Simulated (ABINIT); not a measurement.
The system is Be2C.

```
C Be
1.0
     0.00000    2.16500    2.16500
     2.16500    0.00000    2.16500
     2.16500    2.16500    0.00000
C Be
1 2
Direct
  0.00000 0.00000 0.00000
  0.75000 0.75000 0.75000
  0.25000 0.25000 0.25000
```

* Program: ABINIT 10.8.3 (patched build)
* Task: single point
* Functional: PBE
* Potentials or basis: JTH PAW PBE v2.0
* Cutoff: 517 eV
* k mesh: 11 × 11 × 11
* Occupations: fermi-dirac, width 0.05 eV
* Spin: no spin polarisation

On this cell: pressure -0.7 GPa; largest force zero by symmetry; band gap on the k mesh 1.26 eV, indirect (least direct gap 4.13 eV).

The same run follows on a disturbed copy (atoms moved at random, drawn with an rms of 0.05 Å):

```
C Be
1.0
     0.00000    2.16500    2.16500
     2.16500    0.00000    2.16500
     2.16500    2.16500    0.00000
C Be
1 2
Direct
  0.99721 0.00135 0.01329
  0.74777 0.75992 0.75858
  0.25366 0.25076 0.25314
```

Problem. What does the disturbed cell give?

Solution. The energy moves by +2.0 meV/atom; pressure -0.6 GPa; largest force 0.290 eV/Å; band gap on the k mesh 1.17 eV, indirect (least direct gap 4.03 eV).

Forces on the atoms (eV/Å):
```
C   -0.078 -0.079  0.165
Be  -0.210  0.049 -0.140
Be   0.288  0.031 -0.025
```

Stress tensor (GPa, compression positive):
```
-0.45 -0.09 -0.03
-0.09 -0.65 -0.54
-0.03 -0.54 -0.63
```

Caveats: an odd mesh through Γ misses points on the zone boundary, where band edges often lie.
